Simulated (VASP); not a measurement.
MgS: single point with PBE

Crystal: MgS.

```xyz
2
Lattice="0.0000 2.6667 2.4716 2.6667 0.0000 2.4716 2.6667 2.6667 0.0000" Properties=species:S:1:pos:R:3 pbc="T T T"
Mg    0.0000    0.0000    0.0000
S     2.6667    2.6667    2.4716
```

The cell isn't the ideal one: strain +0.025 along x and y, -0.050 along z, atoms carried along.

```json
{
  "Program": "VASP 6.6.1",
  "Task": "single point",
  "Functional": "PBE",
  "Potentials or basis": "VASP PAW PBE potentials, release 64 (Mg, S)",
  "Cutoff": "520 eV",
  "k mesh": "8 × 8 × 8",
  "Occupations": "gaussian, width 0.05 eV",
  "Spin": "no spin polarisation",
  "Dipole correction": "no",
  "Further INCAR settings": "ALGO = Fast; EDIFF = 1e-06; NBANDS = 11"
}
```

The pressure is 2.0 GPa and the band gap on the k mesh is 2.49 eV, indirect (least direct gap 3.61 eV).

Stress tensor (GPa, compression positive):
```
-1.08  0.00  0.00
 0.00 -1.08  0.00
 0.00  0.00  8.14
```

Levels at points of the mesh, in eV from the valence-band top:
```tsv
k point	band 2	band 3	band 4	band 5	band 6	band 7
(0.00, 0.00, 0.00)	-0.37	0.00	0.00	3.61	7.62	7.62
(0.50, 0.00, 0.00)	-4.96	-0.81	-0.63	4.37	6.41	7.36
(0.50, 0.50, 0.00)	-4.24	-2.02	-2.02	2.49	4.10	12.41
(0.50, 0.00, 0.50)	-4.35	-2.00	-1.36	2.85	4.40	11.62
```

It took 19 s on 1 thread of AMD EPYC 7R13 Processor (Zen 3), with other jobs on the host, peak memory 0.14 GiB.

A k mesh can miss the band edges.
